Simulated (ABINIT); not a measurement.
Runs of ABINIT 10.8.3 (patched build) on Si. The structure is cubic, space group Pm-3m (No. 221). Conventional cell: a = 2.532 Å, b = 2.532 Å, c = 2.532 Å, α = 90.00°, β = 90.00°, γ = 90.00°. Around Si (site symmetry m-3m) lie 6 Si at 2.53 Å. The cell was built by a generator and needn't be a form met in nature.

```tsv
level	V0 of scaled cells (Å³/atom)	B0 (GPa)
PBEsol	(b)	111
r2SCAN	(c)	(a)
AM05	15.76	115
LDA	15.77	112
```

Alike in all rows: task equation of state; potentials or basis JTH PAW PBE v2.0; no spin polarisation; cell as given; k mesh 10 × 10 × 10; cutoff (eV) 490; smearing fermi-dirac 0.05 eV.

Fill in the values left out.

(a) 108; (b) 15.93; (c) 16.16.

Caveats: pressures at fixed basis lie under the slope of the energies; the PAW data sets were made with another functional, which shifts forces and pressure a little.
